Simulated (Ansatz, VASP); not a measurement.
# TiO2: VASP beside Ansatz, part 2 of 2

One calculation is typed for both programs; each brings its own data sets. How far apart do they land? The cell is taken from a series of runs on this material, whose earlier steps may have relaxed, scaled, displaced or heated it; both programs get it as it stands.

VASP 6.6.1 and Ansatz 0.2.0.

So far: The structure; Ansatz: single point, HSE06.

## Step 3: VASP: single point, HSE06

Level of this step: HSE06, no spin polarisation; plane waves and PAW (Ti_sv, O) (VASP).

The same cell, functional and mesh now go to VASP, with its own data sets.

Lines of VASP's logs that name or quote its potential files are left out, and so is its time.

The run reads the wave functions of an earlier VASP run, which isn't shown here.

Input file INCAR:

```
SYSTEM = TiO2
PREC = Accurate
ENCUT = 520
EDIFF = 1E-06
NELM = 100
ISMEAR = 0
SIGMA = 0.01
LREAL = .FALSE.
ALGO = Normal
LHFCALC = .TRUE.
AEXX = 0.25
GGA = PE
HFSCREEN = 0.208
LASPH = .TRUE.
NBANDS = 60
PRECFOCK = Fast
LORBIT = 11
LWAVE = .FALSE.
LCHARG = .FALSE.
KPAR = 4
NCORE = 4
ISIF = 2
```

Input file POSCAR:

```
TiO2
1.0
    4.5226228022      0.0000000000      0.0000000000
    0.0000000000      5.4920213428      0.0000000000
    0.0000000000      0.0000000000      4.9091968600
Ti O
4 8
Direct
    0.5000000000      0.6728798810      0.7500000000
    0.0000000000      0.8271201190      0.2500000000
    0.5000000000      0.3271201190      0.2500000000
    0.0000000000      0.1728798810      0.7500000000
    0.7270549497      0.6207015351      0.0819492948
    0.2270549497      0.8792984649      0.9180507052
    0.7729450503      0.8792984649      0.5819492948
    0.2729450503      0.6207015351      0.4180507052
    0.7270549497      0.3792984649      0.5819492948
    0.2270549497      0.1207015351      0.4180507052
    0.7729450503      0.1207015351      0.0819492948
    0.2729450503      0.3792984649      0.9180507052
```

Input file KPOINTS:

```
Automatic mesh
0
Gamma
4 2 4
0 0 0
```

PAW data sets: Ti_sv and O (PBE family, release 64).

Launch:

```bash
> mpirun -np 16 vasp_std
```

Numbers of over 12 decimals in the logs are rounded to 6 here.

What it wrote:

```text
[banner, memory and clock lines left out]
running   16 mpi-ranks, on    1 nodes
 distrk:  each k-point on    4 cores,    4 groups
 distr:  one band on    4 cores,    1 groups

 POSCAR found type information on POSCAR TiO
 POSCAR found :  2 types and      12 ions
 LDA part: xc-table for (Slater+PW92), standard interpolation
 found WAVECAR, reading the header
 POSCAR, INCAR and KPOINTS ok, starting setup
 FFT: planning ... GRIDC
 FFT: planning ... GRID_SOFT
 FFT: planning ... GRID
 reading WAVECAR
 the WAVECAR file was read successfully
 initial charge from wavefunction
 entering main loop
       N       E                     dE             d eps       ncg     rms          rms(c)
DAV:   1    -0.133032775199E+03   -0.13303E+03   -0.58179E+00  2304   0.161E+01    0.636E+00
DAV:   2    -0.132485282872E+03    0.54749E+00   -0.15888E+00  2716   0.124E+01    0.199E+00
DAV:   3    -0.132547451429E+03   -0.62169E-01   -0.49091E-01  3052   0.396E+00    0.157E+00
DAV:   4    -0.132526343748E+03    0.21108E-01   -0.10016E-01  2872   0.227E+00    0.624E-01
DAV:   5    -0.132530786195E+03   -0.44424E-02   -0.20534E-02  2428   0.675E-01    0.369E-01
DAV:   6    -0.132529863693E+03    0.92250E-03   -0.26718E-03  2896   0.451E-01    0.185E-01
DAV:   7    -0.132530149748E+03   -0.28605E-03   -0.10583E-03  2488   0.151E-01    0.138E-01
DAV:   8    -0.132530155833E+03   -0.60855E-05   -0.24493E-04  2928   0.142E-01    0.739E-02
DAV:   9    -0.132530192107E+03   -0.36274E-04   -0.63568E-05  2744   0.521E-02    0.430E-02
DAV:  10    -0.132530202295E+03   -0.10188E-04   -0.10142E-05  2640   0.244E-02    0.262E-02
DAV:  11    -0.132530209071E+03   -0.67757E-05   -0.51829E-06  2224   0.117E-02    0.170E-02
DAV:  12    -0.132530212051E+03   -0.29801E-05   -0.10813E-06  1344   0.883E-03    0.104E-02
DAV:  13    -0.132530213570E+03   -0.15184E-05   -0.96548E-07  1248   0.629E-03    0.647E-03
DAV:  14    -0.132530214350E+03   -0.78061E-06   -0.36846E-07  1196   0.386E-03
   1 F= -.13253021E+03 E0= -.13253021E+03  d E =-.125185E-49
```

Parts of OUTCAR (step 3):

```text
ion  position               nearest neighbor table
   1  0.500  0.673  0.750-   6 1.87   7 1.87   5 1.95   8 1.95   9 2.08  12 2.08
   2  0.000  0.827  0.250-   5 1.87   8 1.87   7 1.95   6 1.95  10 2.08  11 2.08
   3  0.500  0.327  0.250-  10 1.87  11 1.87   9 1.95  12 1.95   5 2.08   8 2.08
   4  0.000  0.173  0.750-   9 1.87  12 1.87  11 1.95  10 1.95   6 2.08   7 2.08
   5  0.727  0.621  0.082-   2 1.87   1 1.95   3 2.08
   6  0.227  0.879  0.918-   1 1.87   2 1.95   4 2.08
   7  0.773  0.879  0.582-   1 1.87   2 1.95   4 2.08
   8  0.273  0.621  0.418-   2 1.87   1 1.95   3 2.08
   9  0.727  0.379  0.582-   4 1.87   3 1.95   1 2.08
  10  0.227  0.121  0.418-   3 1.87   4 1.95   2 2.08
  11  0.773  0.121  0.082-   3 1.87   4 1.95   2 2.08
  12  0.273  0.379  0.918-   4 1.87   3 1.95   1 2.08

  LATTYP: Found a simple orthorhombic cell.
 ALAT       =     4.5226228022
 B/A-ratio  =     1.0854756354
 C/A-ratio  =     1.2143443270

 Subroutine GETGRP returns: Found  8 space group operations
 (whereof  2 operations were pure point group operations)

The static configuration has the point symmetry S_2 .
 The point group associated with its full space group is D_2h.

 Found     18 irreducible k-points:

   k-points           NKPTS =     18   k-points in BZ     NKDIM =     32   number of bands    NBANDS=     60

   dimension x,y,z NGX =    36 NGY =   42 NGZ =   40
   dimension x,y,z NGXF=    72 NGYF=   84 NGZF=   80

   ENCUT  =  520.0 eV  38.22 Ry    6.18 a.u.   8.41 10.21  9.13*2*pi/ulx,y,z

   NELECT =      96.0000    total number of electrons

 k-points in reciprocal lattice and weights: Automatic mesh
   0.00000000  0.00000000  0.00000000       0.031
   0.25000000  0.00000000  0.00000000       0.062
   0.50000000  0.00000000  0.00000000       0.031
   0.00000000  0.50000000  0.00000000       0.031
   0.25000000  0.50000000  0.00000000       0.062
   0.50000000  0.50000000  0.00000000       0.031
   0.00000000  0.00000000  0.25000000       0.062
   0.25000000  0.00000000  0.25000000       0.125
   0.50000000  0.00000000  0.25000000       0.062
[...]
0.25000000  0.50000000  0.50000000       0.062
   0.50000000  0.50000000  0.50000000       0.031

  exchange ACFDT corr.  =         0.00000000  see jH, gK, PRB 81, 115126

 average (electrostatic) potential at core
       1 -70.9960       2 -70.9960       3 -70.9960       4 -70.9960       5 -62.6666
       6 -62.6666       7 -62.6666       8 -62.6666       9 -62.6666      10 -62.6666
      11 -62.6666      12 -62.6666

 E-fermi :   3.8859

 k-point     1 :       0.0000    0.0000    0.0000
  band No.  band energies     occupation
    ...
     44       3.1075      2.00000
     45       3.1865      2.00000
     46       3.3458      2.00000
     47       3.7582      2.00000
     48       3.7829      2.00000
     49       7.9990      0.00000
     50       8.0017      0.00000
     51       8.1833      0.00000
     52       8.2092      0.00000
     53       8.2325      0.00000
    ...

 k-point     2 :       0.2500    0.0000    0.0000
  band No.  band energies     occupation
    ...
     44       2.8415      2.00000
     45       2.9880      2.00000
     46       3.1867      2.00000
     47       3.3780      2.00000
     48       3.6129      2.00000
     49       8.1219      0.00000
     50       8.1958      0.00000
     51       8.2133      0.00000
     52       8.5364      0.00000
     53       8.6190      0.00000
    ...

 k-point     3 :       0.5000    0.0000    0.0000
  band No.  band energies     occupation
    ...
     44       2.4301      2.00000
     45       3.1813      2.00000
     46       3.1814      2.00000
     47       3.4900      2.00000
     48       3.4900      2.00000
     49       8.4353      0.00000
     50       8.4353      0.00000
     51       8.6912      0.00000
     52       8.6912      0.00000
     53       9.0517      0.00000
    ...

  Total        0.1356021      0.0196480     -0.9269757      0.0000000      0.0000000     -0.0000000
  in kB        1.7817386      0.2581636    -12.1799611      0.0000000      0.0000000     -0.0000000
  external PRESSURE =      -3.3800196 kB  Pullay stress =       0.0000000 kB

  energy-cutoff  :      520.00
  volume of cell :      121.94
      direct lattice vectors                 reciprocal lattice vectors
     4.522622802  0.000000000  0.000000000     0.221110635  0.000000000  0.000000000
     0.000000000  5.492021343  0.000000000     0.000000000  0.182082322  0.000000000
     0.000000000  0.000000000  4.909196860     0.000000000  0.000000000  0.203699307

 POSITION                                       TOTAL-FORCE (eV/Angst)
 -----------------------------------------------------------------------------------
      2.26131      3.69547      3.68190         0.000000      0.013811     -0.000000
      0.00000      4.54256      1.22730         0.000000     -0.013811     -0.000000
      2.26131      1.79655      1.22730         0.000000     -0.013811     -0.000000
      0.00000      0.94946      3.68190         0.000000      0.013811     -0.000000
      3.28820      3.40891      0.40231         0.012732     -0.050281     -0.015256
      1.02688      4.82913      4.50689         0.012732      0.050281      0.015256
      3.49574      4.82913      2.85690        -0.012732      0.050281     -0.015256
      1.23443      3.40891      2.05229        -0.012732     -0.050281      0.015256
      3.28820      2.08312      2.85690         0.012732      0.050281     -0.015256
      1.02688      0.66290      2.05229         0.012732     -0.050281      0.015256
      3.49574      0.66290      0.40231        -0.012732     -0.050281     -0.015256
      1.23443      2.08312      4.50689        -0.012732      0.050281      0.015256
 -----------------------------------------------------------------------------------
    total drift:                                0.000000      0.000000      0.000000

  FREE ENERGIE OF THE ION-ELECTRON SYSTEM (eV)
  ---------------------------------------------------
  free  energy   TOTEN  =      -132.5302143503 eV

  energy  without entropy=     -132.5302143503  energy(sigma->0) =     -132.53021435

 total charge
# of ion       s       p       d       tot
------------------------------------------
    1        2.231   6.314   1.614  10.159
    2        2.231   6.314   1.614  10.159
    3        2.231   6.314   1.614  10.159
    4        2.231   6.314   1.614  10.159
    5        1.576   3.551   0.000   5.126
    6        1.576   3.551   0.000   5.126
    7        1.576   3.551   0.000   5.126
    8        1.576   3.551   0.000   5.126
    9        1.576   3.551   0.000   5.126
   10        1.576   3.551   0.000   5.126
   11        1.576   3.551   0.000   5.126
   12        1.576   3.551   0.000   5.126
--------------------------------------------------
tot         21.531  53.661   6.456  81.648

[... 3 further parts left out ...]
```

This run has no spin polarisation, so a moment on Ti, if there is one, isn't seen.

## Step 4: Differences

Known differences besides the potentials themselves: exact exchange at q = 0 is treated differently, which shows on coarse meshes; VASP keeps PBE cores, Ansatz makes them for the functional; fixed occupations in Ansatz, narrow Gaussian smearing in VASP; the cutoff is 420 eV in Ansatz and 520 eV in VASP; VASP takes a coarser grid for exact exchange (PRECFOCK = Fast). Total energies have different zeros and are not compared.

Compared:

| quantity | Ansatz | VASP | difference |
| --- | --- | --- | --- |
| gap on the k mesh (eV) | 4.173 | 4.144 | +0.029 |

A gap on the mesh is an upper bound, since the band edges may lie between its points.

## Step 5: Results

```json
{
 "difference in gap on the k mesh (single point, HSE06)": "0.029 eV"
}
```

The difference in gap on the k mesh is 0.029 eV (single point, HSE06), within the 0.08 eV picked in this series as the mark of a large difference. Such differences can come from data sets, numerical settings and the points named under the comparisons, not from the functional's error against experiment.

[Lines on the potential files, build, host, timing and source positions are cut from VASP's logs without a mark.]

[Logs are printed without paths, hosts, clocks, repeated set-up lines and the standing remarks that a program may print on its own settings, such as how far it seeks lower states.]

[Hosts, paths, dates, database ids (printed as entryN), source tags and the programs' standing remarks are cut or masked in the printed files.]
